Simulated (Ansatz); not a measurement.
# Sb (R-3m) in Ansatz: a series of runs

One crystal, Sb, is run at these levels: r2SCAN, PBE; tasks: band structure, single point, equation of state.

Program: Ansatz 0.2.0. These are calculated values, not measurements. Logs are shortened: lines on timing, memory, paths and dates and some standing lists are left out, and cuts for length are marked.

**1. The structure**

The structure is trigonal, space group R-3m (No. 166). Conventional cell: a = 4.308 Å, b = 4.308 Å, c = 11.274 Å, α = 90.00°, β = 90.00°, γ = 120.00°. Around Sb (site symmetry 3m) lie 3 Sb at 2.91 Å.

**2. Band structure, r2SCAN**

input.yaml reads:

```yaml
crystal:
  lattice:
    - [2.1542, 1.2437279499, 3.758]
    - [-2.1542, 1.2437279499, 3.758]
    - [0.0, -2.4874558998, 3.758]
  atoms:
    - { symbol: Sb, position: [0.76651, 0.76651, 0.76651] }
    - { symbol: Sb, position: [0.23349, 0.23349, 0.23349] }
hamiltonian:
  xc: r2scan
  pseudopotentials: { kind: paw }
kpoints:
  mp_grid: { grid: [8, 8, 8] }
  band_path:
    path:
      - [[0.0, 0.0, 0.0], [0.5, 0.0, 0.0], [0.5, 0.2396873643, -0.2396873643]]
      - [[0.7603126357, 0.5, 0.2396873643], [0.5, 0.5, 0.5], [0.0, 0.0, 0.0], [0.3698436821, 0.0, -0.3698436821]]
      - [[0.6301563179, 0.3698436821, 0.0], [0.5, 0.5, 0.0], [0.6301563179, 0.6301563179, 0.2396873643], [0.5, 0.5, 0.5]]
      - [[0.5, 0.0, 0.0], [0.7603126357, 0.3698436821, 0.3698436821]]
    npoints: 14
scf:
  occupations: { method: fermi_dirac, width: 0.05 }
  n_extra_bands: 6
output:
  forces: true
  stress: true
  eigenvalues: true
  fatbands: false
```

Potentials or basis: Ansatz PAW.

On the command line:

```sh
> ansatz run input.yaml --threads 2 --pin off --max-ram 5632MiB --backend cpu --events-out ev --progress --plain --runs-dir out
```

The log of the run:

```text
Warning: RAYON_NUM_THREADS=2 ignored (pool sized by the plan → 2); use --threads N
scf.n_extra_bands = 6 over 15 filled bands (N_el = 30.0): the run solves 21 bands
Engine: ansatz 0.2.0, aarch64-unknown-linux-gnu
Pseudopotentials: kind: paw
Pseudopotential: Sb, paw, valence charge 15, recommended cutoff 500 eV (meta_gga), Sb.paw.azcp
Functional definition: r2SCAN
  parameter k0 = 0.174
  parameter k1 = 0.065
  parameter a1 = 4.9479
  exchange = r2scan_x(k0 = k0, k1 = k1, a1 = a1)
  correlation = r2scan_c
Crystal: 2 atoms, lattice volume = 60.411 Å³
Basis set: ecut = 500 eV, 1525 PW (Γ), exchange–correlation on 144×144×144 points (64 copies of the dense FFT grid, shifted against one another)
Bands: 21, of which v1, the nominal top of the filled ones, is band 15 counted from 1 (14 counted from 0)
Symmetry: 12 space group operations
Space group: R-3m (ITA 166), of the structure as read, at distance tolerance 3.9e-5 Å
k-points: 65 of 512
Non-local potential: Sb, projectors of the file, l = 0: 2, l = 1: 2, l = 2: 2, l = 3: 2
PAW form: soft (Blöchl's): semilocal exchange-correlation on the pseudo side does not see the compensation charge
PAW frozen core: Sb, regenerated for the run's functional (the file was generated under x = pbe(κ = 0.804, μ = 0.2195149727645171), c = pbe(β = 0.06672455060314922))
PAW one-centre angular grid: Sb, 590 points (default); XC on 160 Gauss nodes
Initial density: superposition of atomic densities (neutral atoms: chi_scale 0, normalization atom), corrected by the library's trained network
Initial wavefunctions: pseudopotential atomic-orbital guess
Functional: x = r2scan, c = r2scan; τ floored in thin density (d = 2e-4 eV/Å³)
SCF iter   1: F=—  HF=-12998.230651 eV  |F-HF|=—  |Δ(HF+E_count)|=         —  Δρ=5.02e-3  dr2=7.88e-3  dr2_τ=1.55e-3  ethr=1.77e-3  ⟨swp⟩=7.2  Hψ=7587  notcnv=0  defer=5
preconditioner: auto → Kerker (q_TF=auto, 2.428 Å⁻¹)  [metal: Δε(μ)=0.029 eV  Ē_g=10.809 eV  σ=0.050 eV  W_gap=0.14  n_scr=14 (ndim 8)  ℏωp=15.1 eV  f_vac=0.002  D(μ)=0.37/eV (n_scr^D=0)]
SCF iter   2: F=—  HF=-12998.243440 eV  |F-HF|=—  |Δ(HF+E_count)|=   1.28e-2  Δρ=2.91e-3  dr2=3.04e-3  dr2_τ=4.31e-5  ethr=2.63e-5  ⟨swp⟩=2.0  Hψ=2543  notcnv=0  defer=68
SCF iter   3: F=—  HF=-12998.244314 eV  |F-HF|=—  |Δ(HF+E_count)|=   8.74e-4  Δρ=5.38e-4  dr2=1.62e-4  dr2_τ=6.11e-6  ethr=1.01e-5  ⟨swp⟩=3.0  Hψ=2229  notcnv=0  defer=68
SCF iter   4: F=—  HF=-12998.244331 eV  |F-HF|=—  |Δ(HF+E_count)|=   1.73e-5  Δρ=1.66e-4  dr2=1.99e-5  dr2_τ=2.99e-7  ethr=5.41e-7  ⟨swp⟩=3.0  Hψ=2287  notcnv=0  defer=68
SCF iter   5: F=—  HF=-12998.244334 eV  |F-HF|=—  |Δ(HF+E_count)|=   2.92e-6  Δρ=5.22e-5  dr2=2.62e-6  dr2_τ=4.37e-8  ethr=6.62e-8  ⟨swp⟩=2.0  Hψ=1527  notcnv=0  defer=68
SCF iter   6: F=—  HF=-12998.244334 eV  |F-HF|=—  |Δ(HF+E_count)|=   5.84e-7  Δρ=1.50e-5  dr2=1.46e-7  dr2_τ=5.25e-9  ethr=8.74e-9  ⟨swp⟩=2.4  Hψ=1835  notcnv=0  defer=68
SCF iter   7: F=-12998.244335 eV  HF=-12998.244335 eV  |F-HF|=7.13e-10  |Δ(HF+E_count)|=   5.92e-8  Δρ=5.33e-6  dr2=1.95e-8  dr2_τ=6.48e-10  ethr=3.33e-10  ⟨swp⟩=9.1  Hψ=6462  notcnv=0
SCF 1 converged in 7 iterations: F = -12998.244335 eV  dr2 = 1.95e-8
NSCF: frozen V_eff on 130 k-points
SCF converged after 7 iterations
Free energy (F): -12998.244335 eV
Harris-Foulkes:  -12998.244335 eV  (|F-HF|=7.13e-10)
Internal energy: -12998.241454 eV  (E = F + TS)
E sigma→0 (E₀):  -12998.242894 eV
Entropy (-TS):   -0.002880 eV (-1.440 meV/atom)
Fermi energy:    10.201874 eV
--- Per-component energies (eV) ---
  E_band       = -360.042442
  E_kinetic    = 412.499397
  E_local      = -3195.449906  (includes V_loc(G=0)·N_el)
  E_nonlocal   = 726.001619
  E_hartree    = 1450.872146
  E_xc         = -254.541526
  E_vxc        = -205.334997  (∫ρ·V_xc dr)
  E_paw        = -9203.765204  (= ΣΔE_a)
  E_vpaw       = -1013.340177  (= ΣTr[D̂ρ^β])
  E_aug_tail   = -0.000001  (compensation charges beyond the density's cutoff)
  E_vtau       = 13.841758  (kinetic-family band-sum trace: ∫τ·v_τ [+ j·A + Jᵃ·Aᵃ] dr)
  E_ewald      = -2934.870052
  E_core_change = 1.012074  (= ΣΔE_core)
  E_smearing   = -0.002880  (= −TS)
  E_closure    = 0.000000  (closes the sum)
  Σ components = -12998.244335   (vs F -12998.244335, Δ=0.00e0)
--- Forces (eV/Å), atoms counted from 1 ---
  atom   1  Sb     0.00000000    -0.00000000     0.00631425
  atom   2  Sb    -0.00000000     0.00000000    -0.00631425
  max |Σ_I F_I| component: 9.25e-18 eV/Å
--- Stress (GPa, compression-positive) ---
        1.723706       0.000000       0.000000
        0.000000       1.723706       0.000000
        0.000000       0.000000       1.524336
  P = ⅓ Tr σ = 1.6572 GPa (16.572 kbar)
--- Band table (eV; the first three rows and the last of 65) ---
  k-point 0: bands = ["-20.2969", "-20.2969", "-20.2003", "-20.2003", "-20.1708", "-20.0751", "-20.0751", "-20.0666", "-19.9890", "-19.9890", "-3.2926", "5.2465", "7.7635", "8.0343", "8.0343", "12.2204", "12.8466", "12.8466", "15.5120", "15.5120", "15.6968"]
  k-point 1: bands = ["-20.2901", "-20.2872", "-20.1969", "-20.1946", "-20.1666", "-20.0795", "-20.0780", "-20.0711", "-19.9986", "-19.9963", "-3.1104", "4.4036", "7.8084", "7.9959", "8.4045", "12.1077", "12.4239", "12.4303", "14.9745", "15.4505", "15.6104"]
  k-point 2: bands = ["-20.2720", "-20.2598", "-20.1885", "-20.1787", "-20.1545", "-20.0923", "-20.0911", "-20.0802", "-20.0240", "-20.0159", "-2.5688", "2.7987", "7.8396", "7.9296", "8.9416", "11.4013", "11.5426", "11.5453", "15.3597", "15.9844", "16.5026"]
  k-point 64: bands = ["-20.2426", "-20.2426", "-20.1801", "-20.1801", "-20.1485", "-20.0894", "-20.0894", "-20.0866", "-20.0488", "-20.0488", "-1.6647", "0.6540", "8.5706", "8.5706", "9.7532", "10.1250", "10.1250", "11.3048", "17.6071", "19.3284", "19.3284"]
```

Run time: 11 s. Hardware: 2 threads of Arm Neoverse V1, shared host; peak memory 0.57 GiB.

What came out:

```yaml
Free_energy: -12998.2443 eV
Pressure: 1.7 GPa
Largest_force: 0.006 eV/Å
Band_gap_on_the_k_mesh: none (metal or under the smearing width)
```

Forces in eV/Å, atoms in the order of the input:
```
Sb   0.000  0.000  0.006
Sb   0.000  0.000 -0.006
```

Stress tensor (GPa, compression positive):
```
1.72 0.00 0.00
0.00 1.72 0.00
0.00 0.00 1.52
```

Levels at the corners of the path, in eV from the Fermi level:
```csv
point,band 12,band 13,band 14,band 15,band 16,band 17,band 18,band 19
Γ,-4.96,-2.44,-2.17,-2.17,2.02,2.64,2.64,5.31
L,-10.23,-2.30,-2.17,-0.53,-0.21,0.18,0.33,8.00
B1,-9.58,-5.44,-5.29,-1.01,0.61,4.74,4.82,6.22
B,-9.58,-5.44,-5.29,-1.01,0.61,4.74,4.82,6.22
Z,-9.55,-1.63,-1.63,-0.45,-0.08,-0.08,1.10,7.41
Γ,-4.96,-2.44,-2.17,-2.17,2.02,2.64,2.64,5.31
X,-9.67,-5.76,-3.57,-3.24,2.77,3.27,4.30,6.11
Q,-9.67,-5.76,-3.57,-3.24,2.77,3.27,4.30,6.11
F,-8.46,-5.87,-4.18,-4.09,1.57,5.03,5.70,7.20
P1,-9.24,-5.81,-3.62,-3.01,2.47,3.14,4.83,6.22
Z,-9.55,-1.63,-1.63,-0.45,-0.08,-0.08,1.10,7.41
L,-10.23,-2.30,-2.17,-0.53,-0.21,0.18,0.33,8.00
P,-9.24,-5.81,-3.62,-3.01,2.47,3.14,4.83,6.22
```

Caveat: spin-orbit coupling is left out, which moves the levels of the heavy elements; the PAW data sets come from PBE, with cores solved anew for the run's functional, which leaves a small shift of forces and pressure.

**3. Single point, r2SCAN, 28.39 Å³/atom (volume scaled by 0.94)**

input.yaml reads:

```yaml
crystal:
  lattice:
    - [2.1102243954, 1.2183386227, 3.6812845966]
    - [-2.1102243954, 1.2183386227, 3.6812845966]
    - [0.0, -2.4366772455, 3.6812845966]
  atoms:
    - { symbol: Sb, position: [0.76651, 0.76651, 0.76651] }
    - { symbol: Sb, position: [0.23349, 0.23349, 0.23349] }
hamiltonian:
  xc: r2scan
  pseudopotentials: { kind: paw }
kpoints:
  mp_grid: { grid: [8, 8, 8] }
scf:
  occupations: { method: fermi_dirac, width: 0.05 }
output:
  forces: true
  stress: true
  eigenvalues: true
  write_density: true
  write_potential: true
  elf: true
  volumetric_format: npy
```

Potentials or basis: Ansatz PAW.

On the command line:

```sh
> ansatz run input.yaml --threads 2 --pin off --max-ram 5632MiB --backend cpu --events-out ev --progress --plain --runs-dir out
```

Run time: 7.8 s. Hardware: 2 threads of Arm Neoverse V1, shared host; peak memory 0.57 GiB.

The run converged. Its results:

| Property | Result |
| --- | --- |
| Free energy | -12998.1595 eV |
| Pressure | 6.1 GPa |
| Largest force | 0.349 eV/Å |
| Band gap on the k mesh | none (metal or under the smearing width) |

Caveat: the PAW data sets come from PBE, with cores solved anew for the run's functional, which leaves a small shift of forces and pressure.

**4. Single point, r2SCAN, 29.00 Å³/atom (volume scaled by 0.96)**

input.yaml reads:

```yaml
crystal:
  lattice:
    - [2.1250856202, 1.2269187549, 3.7072099901]
    - [-2.1250856202, 1.2269187549, 3.7072099901]
    - [0.0, -2.4538375098, 3.7072099901]
  atoms:
    - { symbol: Sb, position: [0.76651, 0.76651, 0.76651] }
    - { symbol: Sb, position: [0.23349, 0.23349, 0.23349] }
hamiltonian:
  xc: r2scan
  pseudopotentials: { kind: paw }
kpoints:
  mp_grid: { grid: [8, 8, 8] }
scf:
  occupations: { method: fermi_dirac, width: 0.05 }
output:
  forces: true
  stress: true
  eigenvalues: true
```

On the command line:

```sh
> ansatz run input.yaml --threads 2 --pin off --max-ram 5632MiB --backend cpu --events-out ev --progress --plain --runs-dir out
```

Wall time 6.1 s (2 threads of Arm Neoverse V1, shared host); peak memory 0.57 GiB.

The run converged. Its results:

- Free energy: -12998.1991 eV
- Pressure: 4.4 GPa
- Largest force: 0.223 eV/Å
- Band gap on the k mesh: none (metal or under the smearing width)

Caveat: the PAW data sets come from PBE, with cores solved anew for the run's functional, which leaves a small shift of forces and pressure.

[end of part 1 of 2]
